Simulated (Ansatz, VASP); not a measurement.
**One calculation of MgI2, two programs**

```
Mg I
1.0
     4.13879    0.00000    0.00000
    -2.06940    3.58430    0.00000
     0.00000    0.00000    7.68470
Mg I
1 2
Cartesian
  0.0000 0.0000 0.0000
  0.0000 2.3895 6.1572
  2.0694 1.1948 1.5275
```

Alike in both runs: task single point; functional PBE; k mesh 6 × 6 × 4; occupations gaussian, width 0.05 eV; no spin polarisation.

```csv
,VASP,Ansatz
version,VASP 6.6.1,Ansatz 0.2.0
potentials or method,"VASP PAW PBE potentials, release 64 (Mg, I)","scalar-relativistic, plane waves, PAW"
plane-wave cutoff (eV),520,520
valence electrons in the cell,16,44
```

Ansatz gave:

| Property | Result |
| --- | --- |
| gap on the k mesh at the Fermi level (eV) | 3.84 |
| least direct gap on the mesh (eV) | 4.20 |
| pressure (GPa) | 3.4 |
| largest component of the traceless stress (GPa) | 0.73 |
| rms of the force components (eV/Å) | 0.452 |

Q: Which values does VASP return?

A: gap on the k mesh at the Fermi level (eV): 3.82; least direct gap on the mesh (eV): 4.18; pressure (GPa): 3.3; largest component of the traceless stress (GPa): 0.73; rms of the force components (eV/Å): 0.448.

Atom by atom the forces differ by 0.004 eV/Å (rms over components). The two sets of potentials don't hold the same shells in valence.

Caveats: spin-orbit coupling is left out, which moves the levels of the heavy elements; this functional lacks dispersion, which binds the layers, so the pressure and a relaxed spacing across them are unreliable. A k mesh can miss the band edges.
